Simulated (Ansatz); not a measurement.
CaO (rocksalt), relaxed with r2SCAN in the plane-wave code Ansatz. The symmetry is Fm-3m (No. 225, cubic); conventional cell a = 4.795 Å, 13.78 Å³ an atom. Ca has 6 O at 2.40 Å; O has 6 Ca at 2.40 Å.

The axes x, y and z are those of this cell:
```
Ca O
1.0
     0.00000    2.39755    2.39755
     2.39755    0.00000    2.39755
     2.39755    2.39755    0.00000
Ca O
1 1
Cartesian
  0.0000 0.0000 0.0000
  2.3976 2.3976 2.3976
```

Unstrained: With PBE the valence top lies at Γ and the conduction bottom at X, 3.653 eV higher; the smallest vertical gap, at X, is 4.025 eV. The r2SCAN gap is indirect, 4.199 eV (Γ to X), below the direct gap of 4.574 eV at X. The HSE06 gap is indirect, 5.312 eV (Γ to X), below the direct gap of 5.733 eV at X. Meshes: PBE 10×10×10, r2SCAN 10×10×10, HSE06 6×6×6. Strains are changes of length per length. After each strain the atoms were relaxed again with r2SCAN within the symmetry that the strain leaves, so tilts or polar shifts that break it weren't tested; points keep the names that they have in the unstrained zone. Calculated for a static, non-magnetic cell.

(1) One strain changed the r2SCAN stress by xx -13.07, yy -13.07, zz -13.07 GPa (compression positive) and the gap by -0.042 eV (PBE), -0.023 eV (r2SCAN), -0.291 eV (HSE06). Which kind of strain was it, and roughly how large?

(2) One strain changed the r2SCAN stress by xx +2.13, yy +0.53, zz +0.53 GPa (compression positive) and the gap by -0.036 eV (PBE), -0.037 eV (r2SCAN), -0.031 eV (HSE06). Which kind of strain was it, and roughly how large?

(3) Estimate what epitaxial -0.65 % in the xy plane, free normal strain +0.33 % does to the gap.

Results:

(1) Isotropic +5.38 % on every length. The pattern of the stress gives the kind; the size needs the stiffness, so it is an estimate.

(2) Uniaxial -0.87 % along x, other directions held. The pattern of the stress gives the kind; the size needs the stiffness, so it is an estimate.

(3) PBE: the gap goes from 3.653 to 3.632 eV (-0.021 eV); with r2SCAN the top three valence levels at Γ, degenerate before, become 2+1 from the top over 24 meV. r2SCAN: the gap goes from 4.199 to 4.178 eV (-0.021 eV). HSE06: the gap goes from 5.312 to 5.295 eV (-0.017 eV). The r2SCAN energy rises by 1.0 meV an atom.

The meshes of the hybrids are coarse, so their gaps aren't converged to the digits shown.

The splittings at Γ are without spin-orbit coupling, which regroups them where it is of like size or larger.
